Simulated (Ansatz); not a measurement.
## Ge: eigenvalues along the path

```
Ge
1.0
     0.05658    2.85706    2.85706
     2.85706    0.05658    2.85706
     2.85706    2.85706    0.05658
Ge
2
Direct
  0.50000 0.50000 0.50000
  0.75000 0.75000 0.75000
```

Atoms are numbered in the order listed.

Structure: COD 9011050, as refined from experiment and not relaxed. The listed cell was then made from it by scaling, straining or moving an atom.

Computed with Ansatz 0.2.0, DFT, PBE, all-electron LAPW, scalar-relativistic.

Settings: a Γ-centred 10×10×10 k mesh, Fermi–Dirac smearing of 0.05 eV, basis error target 0.25 meV/atom, no spin polarisation.

Path points, in fractions of the reciprocal vectors: Γ (0.000, 0.000, 0.000), T (0.500, 0.500, 0.500), H2 (0.245, 0.500, 0.755), H0 (-0.245, 0.245, 0.500), L (0.000, 0.000, 0.500), S0 (-0.373, 0.000, 0.373), S2 (0.000, 0.373, 0.627), F (0.000, 0.500, 0.500). Levels in eV from the Fermi level; bands 19 to 25, counted from the lowest band of the run. The gap is zero.

```
# k(1/Å) point b19 b20 b21 b22 b23 b24 b25
0.000 Γ -12.80 -0.07 -0.03 0.00 0.00 2.29 2.68
0.189 - -12.69 -2.00 -0.20 -0.20 1.14 2.87 2.95
0.377 - -12.35 -3.93 -0.60 -0.60 1.02 3.46 3.46
0.566 - -11.83 -5.63 -0.96 -0.96 0.71 3.78 3.78
0.754 - -11.23 -6.96 -1.20 -1.20 0.49 3.83 3.83
0.943 T -10.90 -7.53 -1.28 -1.28 0.41 3.82 3.82
1.105 - -10.82 -7.51 -2.14 -1.46 1.23 3.64 4.18
1.266 - -10.55 -7.50 -3.29 -1.94 2.24 3.48 5.30
1.428 - -10.12 -7.65 -4.06 -2.64 3.03 3.63 6.14
1.590 - -9.55 -8.10 -4.22 -3.37 3.81 4.09 5.06
1.751 H2 -8.88 -8.75 -3.97 -3.88 3.99 4.38 4.72
1.904 - -9.11 -8.53 -4.21 -3.40 2.43 4.53 5.42
2.056 - -9.28 -8.40 -4.34 -2.82 1.23 4.41 6.56
2.209 - -9.28 -8.40 -4.34 -2.82 1.23 4.41 6.56
2.361 - -9.11 -8.53 -4.21 -3.40 2.43 4.53 5.42
2.514 H0 -8.88 -8.75 -3.97 -3.88 3.99 4.38 4.72
2.670 - -9.38 -8.25 -4.26 -3.29 3.18 3.74 5.67
2.825 - -9.91 -7.82 -4.08 -2.61 2.46 3.37 6.37
2.981 - -10.32 -7.66 -3.36 -2.00 1.72 3.34 5.04
3.136 - -10.56 -7.64 -2.28 -1.60 0.81 3.62 3.91
3.292 L -10.64 -7.65 -1.48 -1.46 0.08 3.54 3.85
3.486 - -11.04 -7.01 -1.39 -1.38 0.16 3.57 3.89
3.679 - -11.73 -5.57 -1.14 -1.12 0.41 3.54 3.88
3.873 - -12.31 -3.79 -0.75 -0.71 0.77 3.20 3.57
4.067 - -12.68 -1.85 -0.30 -0.24 0.92 2.66 3.00
4.260 Γ -12.80 -0.07 -0.03 0.00 0.00 2.29 2.68
4.497 - -12.62 -2.19 -0.76 -0.17 1.13 2.66 2.86
4.733 - -12.07 -4.30 -2.19 -0.59 1.62 3.27 3.49
4.970 - -11.21 -6.07 -3.50 -1.29 1.87 4.21 4.56
5.206 - -10.18 -7.43 -4.34 -2.07 1.57 5.36 5.94
5.442 S0 -9.30 -8.38 -4.36 -2.72 1.05 4.39 6.83
5.575 - -9.41 -8.25 -4.37 -2.84 1.54 4.92 5.69
5.708 - -9.48 -8.16 -4.29 -3.11 2.60 4.13 5.59
5.841 - -9.48 -8.16 -4.29 -3.11 2.60 4.13 5.59
5.974 - -9.41 -8.25 -4.37 -2.84 1.54 4.92 5.69
6.107 S2 -9.30 -8.38 -4.36 -2.72 1.05 4.39 6.83
6.188 - -9.10 -8.61 -4.14 -2.88 0.90 3.37 7.40
6.269 - -8.96 -8.78 -3.82 -3.01 0.78 2.43 7.99
6.350 - -8.91 -8.87 -3.45 -3.11 0.69 1.63 8.58
6.430 - -8.98 -8.83 -3.17 -3.13 0.64 1.06 9.10
6.511 F -9.01 -8.81 -3.19 -3.00 0.62 0.85 9.43
```
